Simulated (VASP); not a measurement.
# RbBr (Pm-3m) in VASP: further runs

The runs below take RbBr through single point, with r2SCAN.

Everything below comes from runs of VASP 6.6.1. Logs are shortened: lines on timing, memory, paths and dates and some standing lists are left out, and cuts for length are marked.

## 1. The structure

It takes space group Pm-3m (No. 221, cubic). Conventional cell: a = 4.126 Å, b = 4.126 Å, c = 4.126 Å, α = 90.00°, β = 90.00°, γ = 90.00°. Around Rb (site symmetry m-3m) lie 8 Br at 3.57 Å. Br (site symmetry m-3m) has 8 Rb at 3.57 Å as nearest neighbours.

The cell comes from a database or a generator and needn't be the stable form of this composition.

## 2. Single point, r2SCAN

INCAR reads:

```
PREC     = Normal         # precision mode
ENCUT    = 400            # plane-wave cutoff, eV
EDIFF    = 1E-4           # SCF threshold, eV
ISMEAR   = 0              # smearing method
SIGMA    = 0.05           # smearing width, eV
LREAL    = Auto         
LASPH    = T              # aspherical terms in the spheres
NELM     = 100            # most SCF steps
ALGO     = Normal         # electronic algorithm
ISIF     = 2              # what is computed and relaxed
LWAVE    = F              # write WAVECAR
LCHARG   = F              # write CHGCAR
METAGGA  = R2SCAN         # meta-GGA
LMIXTAU  = T            
ADDGRID  = F
```

KPOINTS reads:

```
Automatic mesh
0
Gamma
  6 6 6
```

POSCAR reads:

```
RbBr
1.0
    4.1260773000      0.0000000000      0.0000000000
    0.0000000000      4.1260773000      0.0000000000
    0.0000000000      0.0000000000      4.1260773000
Rb Br
1 1
Direct
    0.0000000000      0.0000000000      0.0000000000
    0.5000000000      0.5000000000      0.5000000000
```

Potentials or basis: VASP PAW PBE potentials, release 64 (Rb_sv, Br).

Command:

```console
$ cat potpaw_PBE.64/Rb_sv/POTCAR potpaw_PBE.64/Br/POTCAR > POTCAR
$ mpirun -np 1 vasp_std > vasp.out
```

OUTCAR:

```text
PREC = Normal
   ENCUT = 400
   EDIFF = 1E-4
   ISMEAR = 0
   LREAL = Auto
   LASPH = T
   NELM = 100
   ISIF = 2
   METAGGA = R2SCAN

 Found     20 irreducible k-points:

 Following reciprocal coordinates:
            Coordinates               Weight
  0.000000  0.000000  0.000000      1.000000
  0.166667  0.000000  0.000000      6.000000
  0.333333  0.000000  0.000000      6.000000
  0.500000  0.000000  0.000000      3.000000
  0.166667  0.166667  0.000000     12.000000
  0.333333  0.166667  0.000000     24.000000
   k-points           NKPTS =     20   k-points in BZ     NKDIM =     20   number of bands    NBANDS=     12
   number of dos      NEDOS =    301   number of ions     NIONS =      2
   total plane-waves  NPLWV =   8000
   dimension x,y,z NGX =    20 NGY =   20 NGZ =   20
   dimension x,y,z NGXF=    40 NGYF=   40 NGZF=   40
   ions per type =               1   1
   NGX,Y,Z   is equivalent  to a cutoff of   8.06,  8.06,  8.06 a.u.
   NGXF,Y,Z  is equivalent  to a cutoff of  16.12, 16.12, 16.12 a.u.
 SYSTEM =  unknown system
   PREC   = normal    normal or accurate (medium, high low for compatibility)
   ISTART =      0    job   : 0-new  1-cont  2-samecut
   ICHARG =      2    charge: 1-file 2-atom 10-const
   ISPIN  =      1    spin polarized calculation?
   LNONCOLLINEAR =      F non collinear calculations
   LSORBIT =      F    spin-orbit coupling
   LASPH  =      T    aspherical Exc in radial PAW
   ENCUT  =  400.0 eV  29.40 Ry    5.42 a.u.   6.73  6.73  6.73*2*pi/ulx,y,z
   NELM   =    100;   NELMIN=  2; NELMDL= -5     # of ELM steps
   EDIFF  = 0.1E-03   stopping-criterion for ELM
   LREAL  =      T    real-space projection
   EDIFFG = 0.1E-02   stopping-criterion for IOM
   NSW    =      0    number of steps for IOM
   IBRION =     -1    ionic relax: 0-MD 1-quasi-New 2-CG
   NFREE  =      0    steps in history (QN), initial steepest desc. (CG)
   ISIF   =      2    stress and relaxation
   ISYM   =      2    0-nonsym 1-usesym 2-fastsym
   POTIM  = 0.5000    time-step for ionic-motion
   TEBEG  =    0.0;   TEEND  =   0.0 temperature during run
   PSTRESS=    0.0 pullay stress
   NELECT =      16.0000    total number of electrons
   NUPDOWN=      -1.0000    fix difference up-down
   EMIN   =  10.00;   EMAX   =-10.00  energy-range for DOS
   EFERMI =   0.00;   METHOD = LEGACY
   ISMEAR =     0;   SIGMA  =   0.05  broadening in eV -4-tet -1-fermi 0-gaus
   EFERMI_NEDOS =   21; number of points for ismear=-14 and -15
   IALGO  =     38    algorithm
   IMIX   =      4    mixing-type and parameters
     AMIX     =   0.40;   BMIX     =  1.00
     AMIX_MAG =   1.60;   BMIX_MAG =  1.00
  volume/ion in A,a.u.               =      35.12       237.02
  Fermi-wavevector in a.u.,A,eV,Ry     =   0.999795  1.889338 13.600238  0.999589
  Thomas-Fermi vector in A             =   2.132108
   LORBIT       =      0    0 simple, 1 ext, 2 COOP (PROOUT), +10 PAW based schemes
   METAGGA = R2SCAN    functional components
   LHFCALC =     F    Hartree Fock is set to
   AEXX    =    0.0000 exact exchange contribution
   IVDW    =     0    specifies the selected vdW correction
   LEPSILON=     F    determine dielectric tensor
   LRPA    =     F    only Hartree local field effects (RPA)
 non-spin polarized calculation
 Gauss-broadening in eV      SIGMA  =   0.05
  energy-cutoff  :      400.00
  volume of cell :       70.24
 maximum number of plane-waves:      1328
   NGX = 13   NGY = 13   NGZ = 13

 number of electron      16.0000028 magnetization

 Free energy of the ion-electron system (eV)
  ---------------------------------------------------
  ext. energy  EPLUGINS =         0.00000000
  ---------------------------------------------------
  free energy    TOTEN  =       -31.11154108 eV

  energy without entropy =      -31.11154108  energy(sigma->0) =      -31.11154108

 E-fermi :  -0.8324     XC(G=0):  -8.3264

 val. band max:       -1.0474445915   @ k =   0.5000   0.5000   0.0000
 cond. band min:       3.7825828291   @ k =   0.0000   0.0000   0.0000
 fundamental gap:      4.8300274206
 Fermi energy:        -0.8324294418

 k-point     1 :       0.0000    0.0000    0.0000
  band No.  band energies     occupation
      1     -26.9444      2.00000
      2     -14.1046      2.00000
      3     -10.3808      2.00000
      4     -10.3808      2.00000
      5     -10.3808      2.00000
      6      -1.2019      2.00000
      7      -1.2019      2.00000
      8      -1.2019      2.00000
      9       3.7826      0.00000
     10       5.0657      0.00000
     11       5.0657      0.00000
     12       9.6719      0.00000

 k-point     2 :       0.1667    0.0000    0.0000
  band No.  band energies     occupation
      1     -26.9392      2.00000
      2     -14.1020      2.00000
      3     -10.4155      2.00000
      4     -10.3691      2.00000
      5     -10.3691      2.00000
      6      -1.6824      2.00000
      7      -1.2184      2.00000
      8      -1.2184      2.00000
      9       4.4257      0.00000
     10       5.2805      0.00000
     11       5.6815      0.00000
     12       9.5364      0.00000

 k-point     3 :       0.3333    0.0000    0.0000
  band No.  band energies     occupation
      1     -26.9288      2.00000
      2     -14.0989      2.00000
      3     -10.4765      2.00000
      4     -10.3454      2.00000
      5     -10.3454      2.00000
      6      -2.4355      2.00000
      7      -1.2531      2.00000
      8      -1.2531      2.00000
      9       5.7531      0.00000
     10       5.8763      0.00000
     11       6.9391      0.00000
     12       9.2653      0.00000

 k-point     4 :       0.5000    0.0000    0.0000
  band No.  band energies     occupation
      1     -26.9236      2.00000
      2     -14.0984      2.00000
      3     -10.5027      2.00000
      4     -10.3334      2.00000
      5     -10.3334      2.00000
      6      -2.7518      2.00000
      7      -1.2713      2.00000
      8      -1.2713      2.00000
      9       6.4041      0.00000
     10       6.7599      0.00000
     11       7.3183      0.00000
     12       8.3103      0.00000

 k-point     5 :       0.1667    0.1667    0.0000
  band No.  band energies     occupation
      1     -26.9342      2.00000
      2     -14.0889      2.00000
      3     -10.4589      2.00000
      4     -10.3757      2.00000
      5     -10.3582      2.00000
      6      -1.7741      2.00000
      7      -1.4930      2.00000
      8      -1.2175      2.00000
      9       4.9093      0.00000
     10       5.6336      0.00000
     11       6.0708      0.00000
     12       8.9746      0.00000

 k-point     6 :       0.3333    0.1667    0.0000
  band No.  band energies     occupation
      1     -26.9239      2.00000
      2     -14.0642      2.00000
      3     -10.5234      2.00000
      4     -10.4044      2.00000
      5     -10.3364      2.00000
      6      -2.3293      2.00000
      7      -1.5300      2.00000
      8      -1.2173      2.00000
      9       5.8331      0.00000
     10       6.0860      0.00000
     11       7.1839      0.00000
     12       8.6787      0.00000

 [... further k-points ...]

------------------------ aborting loop because EDIFF is reached ----------------------------------------

  FORCE on cell =-STRESS in cart. coord.  units (eV):
  Direction    XX          YY          ZZ          XY          YZ          ZX
  --------------------------------------------------------------------------------------
  -------------------------------------------------------------------------------------
  Total       -0.0023239     -0.0023239     -0.0023239     -0.0000000     -0.0000000      0.0000000
  in kB       -0.0530054     -0.0530054     -0.0530054     -0.0000000     -0.0000000      0.0000000
  external PRESSURE =      -0.0530054 kB  Pullay stress =       0.0000000 kB

 VOLUME and BASIS-vectors are now :
 -----------------------------------------------------------------------------
  energy-cutoff  :      400.00
  volume of cell :       70.24
      direct lattice vectors                 reciprocal lattice vectors
     4.126077300  0.000000000  0.000000000     0.242360947  0.000000000  0.000000000
     0.000000000  4.126077300  0.000000000     0.000000000  0.242360947  0.000000000
     0.000000000  0.000000000  4.126077300     0.000000000  0.000000000  0.242360947

 POSITION                                       TOTAL-FORCE (eV/Angst)
 -----------------------------------------------------------------------------------
      0.00000      0.00000      0.00000         0.000000      0.000000      0.000000
      2.06304      2.06304      2.06304         0.000000      0.000000      0.000000
 -----------------------------------------------------------------------------------
    total drift:                                0.000000      0.000000      0.000000

  FREE ENERGIE OF THE ION-ELECTRON SYSTEM (eV)
  ---------------------------------------------------
  free  energy   TOTEN  =       -31.1115410846 eV

  energy  without entropy=      -31.1115410846  energy(sigma->0) =      -31.11154108
```

Run time: 14 s. Hardware: 1 thread of Intel Xeon 6975P-C (Granite Rapids), shared host; peak memory 0.13 GiB.

The run converged, but some of its settings lie outside the range that counts as converged, so its numbers aren't taken as properties of the crystal.

What came out:

* Free energy: -31.1115 eV
* Pressure: 0.0 GPa
* Band gap on the k mesh: 4.83 eV, indirect (least direct gap 4.98 eV)

Caveat: the PAW data sets were made with another functional, which shifts forces and pressure a little.

## 3. Single point, r2SCAN

INCAR reads:

```
PREC     = Accurate       # precision mode
ENCUT    = 300            # plane-wave cutoff, eV
EDIFF    = 1E-6           # SCF threshold, eV
ISMEAR   = 0              # smearing method
SIGMA    = 0.05           # smearing width, eV
LREAL    = F              # projectors in reciprocal space
LASPH    = T              # aspherical terms in the spheres
NELM     = 100            # most SCF steps
ALGO     = Normal         # electronic algorithm
ISIF     = 2              # what is computed and relaxed
LWAVE    = F              # write WAVECAR
LCHARG   = F              # write CHGCAR
METAGGA  = R2SCAN         # meta-GGA
LMIXTAU  = T            
ADDGRID  = F
```

KPOINTS reads:

```
Automatic mesh
0
Gamma
  7 7 7
```

POSCAR is that of step 2.

Potentials or basis: VASP PAW PBE potentials, release 64 (Rb_sv, Br).

Command:

```console
$ cat potpaw_PBE.64/Rb_sv/POTCAR potpaw_PBE.64/Br/POTCAR > POTCAR
$ mpirun -np 1 vasp_std > vasp.out
```

OUTCAR:

```text
PREC = Accurate
   ENCUT = 300
   EDIFF = 1E-6
   ISMEAR = 0
   LREAL = F
   LASPH = T
   NELM = 100
   ISIF = 2
   METAGGA = R2SCAN

 Found     20 irreducible k-points:

 Following reciprocal coordinates:
            Coordinates               Weight
  0.000000  0.000000  0.000000      1.000000
  0.142857  0.000000  0.000000      6.000000
  0.285714  0.000000  0.000000      6.000000
  0.428571  0.000000  0.000000      6.000000
  0.142857  0.142857  0.000000     12.000000
  0.285714  0.142857  0.000000     24.000000
   k-points           NKPTS =     20   k-points in BZ     NKDIM =     20   number of bands    NBANDS=     12
   number of dos      NEDOS =    301   number of ions     NIONS =      2
   total plane-waves  NPLWV =  13824
   dimension x,y,z NGX =    24 NGY =   24 NGZ =   24
   dimension x,y,z NGXF=    48 NGYF=   48 NGZF=   48
   ions per type =               1   1
   NGX,Y,Z   is equivalent  to a cutoff of   9.67,  9.67,  9.67 a.u.
   NGXF,Y,Z  is equivalent  to a cutoff of  19.34, 19.34, 19.34 a.u.
 SYSTEM =  unknown system
   PREC   = accura    normal or accurate (medium, high low for compatibility)
   ISTART =      0    job   : 0-new  1-cont  2-samecut
   ICHARG =      2    charge: 1-file 2-atom 10-const
   ISPIN  =      1    spin polarized calculation?
   LNONCOLLINEAR =      F non collinear calculations
   LSORBIT =      F    spin-orbit coupling
   LASPH  =      T    aspherical Exc in radial PAW
   ENCUT  =  300.0 eV  22.05 Ry    4.70 a.u.   5.83  5.83  5.83*2*pi/ulx,y,z
   NELM   =    100;   NELMIN=  2; NELMDL= -5     # of ELM steps
   EDIFF  = 0.1E-05   stopping-criterion for ELM
   LREAL  =      F    real-space projection
   EDIFFG = 0.1E-04   stopping-criterion for IOM
   NSW    =      0    number of steps for IOM
   IBRION =     -1    ionic relax: 0-MD 1-quasi-New 2-CG
   NFREE  =      0    steps in history (QN), initial steepest desc. (CG)
   ISIF   =      2    stress and relaxation
   ISYM   =      2    0-nonsym 1-usesym 2-fastsym
   POTIM  = 0.5000    time-step for ionic-motion
   TEBEG  =    0.0;   TEEND  =   0.0 temperature during run
   PSTRESS=    0.0 pullay stress
   NELECT =      16.0000    total number of electrons
   NUPDOWN=      -1.0000    fix difference up-down
   EMIN   =  10.00;   EMAX   =-10.00  energy-range for DOS
   EFERMI =   0.00;   METHOD = LEGACY
   ISMEAR =     0;   SIGMA  =   0.05  broadening in eV -4-tet -1-fermi 0-gaus
[... 19 lines left out ...]
 maximum number of plane-waves:       846
 NGX is ok and might be reduce to    24
   NGX = 11   NGY = 11   NGZ = 11

 number of electron      16.0000017 magnetization

 Free energy of the ion-electron system (eV)
  ---------------------------------------------------
  ext. energy  EPLUGINS =         0.00000000
  ---------------------------------------------------
  free energy    TOTEN  =       -31.10951359 eV

  energy without entropy =      -31.10951359  energy(sigma->0) =      -31.10951359

 E-fermi :  -0.8294     XC(G=0):  -8.3258

 val. band max:       -1.0734122063   @ k =   0.4286   0.4286   0.0000
 cond. band min:       3.7823029559   @ k =   0.0000   0.0000   0.0000
 fundamental gap:      4.8557151623
 Fermi energy:        -0.8293546625

 k-point     1 :       0.0000    0.0000    0.0000
  band No.  band energies     occupation
      1     -26.9369      2.00000
      2     -14.1085      2.00000
      3     -10.3748      2.00000
      4     -10.3748      2.00000
      5     -10.3748      2.00000
      6      -1.2048      2.00000
      7      -1.2048      2.00000
      8      -1.2048      2.00000
      9       3.7823      0.00000
     10       5.0654      0.00000
     11       5.0654      0.00000
     12       9.6732      0.00000
[... 61 lines left out ...]
 k-point     6 :       0.2857    0.1429    0.0000
  band No.  band energies     occupation
      1     -26.9205      2.00000
      2     -14.0818      2.00000
      3     -10.4908      2.00000
      4     -10.3783      2.00000
      5     -10.3389      2.00000
      6      -2.1908      2.00000
      7      -1.4720      2.00000
      8      -1.2266      2.00000
      9       5.5297      0.00000
     10       5.8990      0.00000
     11       6.7902      0.00000
     12       8.8309      0.00000

 [... further k-points ...]

------------------------ aborting loop because EDIFF is reached ----------------------------------------

  FORCE on cell =-STRESS in cart. coord.  units (eV):
  Direction    XX          YY          ZZ          XY          YZ          ZX
  --------------------------------------------------------------------------------------
  -------------------------------------------------------------------------------------
  Total        0.0146541      0.0146541      0.0146541      0.0000000      0.0000000      0.0000000
  in kB        0.3342401      0.3342401      0.3342401      0.0000000      0.0000000      0.0000000
  external PRESSURE =       0.3342401 kB  Pullay stress =       0.0000000 kB

 VOLUME and BASIS-vectors are now :
 -----------------------------------------------------------------------------
  energy-cutoff  :      300.00
  volume of cell :       70.24
      direct lattice vectors                 reciprocal lattice vectors
     4.126077300  0.000000000  0.000000000     0.242360947  0.000000000  0.000000000
     0.000000000  4.126077300  0.000000000     0.000000000  0.242360947  0.000000000
     0.000000000  0.000000000  4.126077300     0.000000000  0.000000000  0.242360947

 POSITION                                       TOTAL-FORCE (eV/Angst)
 -----------------------------------------------------------------------------------
      0.00000      0.00000      0.00000         0.000000      0.000000      0.000000
      2.06304      2.06304      2.06304         0.000000      0.000000      0.000000
 -----------------------------------------------------------------------------------
    total drift:                                0.000000      0.000000     -0.000000

  FREE ENERGIE OF THE ION-ELECTRON SYSTEM (eV)
  ---------------------------------------------------
  free  energy   TOTEN  =       -31.1095135859 eV

  energy  without entropy=      -31.1095135859  energy(sigma->0) =      -31.10951359
```

OSZICAR:

```text
N       E                     dE             d eps       ncg     rms          rms(c)
DAV:   1     0.413198673306E+02    0.41320E+02   -0.51442E+03   480   0.760E+02
DAV:   2    -0.316701424007E+02   -0.72990E+02   -0.68884E+02   684   0.170E+02
DAV:   3    -0.355257289477E+02   -0.38556E+01   -0.38336E+01   604   0.423E+01
[... 11 lines left out ...]
DAV:  15    -0.311091409765E+02   -0.26074E-03   -0.71323E-04   584   0.237E-01    0.190E-02
DAV:  16    -0.311093292438E+02   -0.18827E-03   -0.65737E-05   624   0.906E-02    0.152E-02
DAV:  17    -0.311094469695E+02   -0.11773E-03   -0.17799E-05   532   0.435E-02    0.856E-03
DAV:  18    -0.311095134185E+02   -0.66449E-04   -0.30864E-05   508   0.655E-02    0.628E-03
DAV:  19    -0.311095135859E+02   -0.16738E-06   -0.57620E-07   460   0.751E-03
   1 F= -.31109514E+02 E0= -.31109514E+02  d E =-.443548E-13
```

Run time: 14 s. Hardware: 1 thread of Intel Xeon 6975P-C (Granite Rapids), shared host; peak memory 0.14 GiB.

The run converged, but some of its settings lie outside the range that counts as converged, so its numbers aren't taken as properties of the crystal.

What came out:

```
Free energy            : -31.1095 eV
Pressure               : 0.0 GPa
Band gap on the k mesh : 4.86 eV, indirect (least direct gap 4.99 eV)
```

Caveat: the PAW data sets were made with another functional, which shifts forces and pressure a little; an odd mesh through Γ misses points on the zone boundary, where band edges often lie.

(Continued in part 2 of 2.)
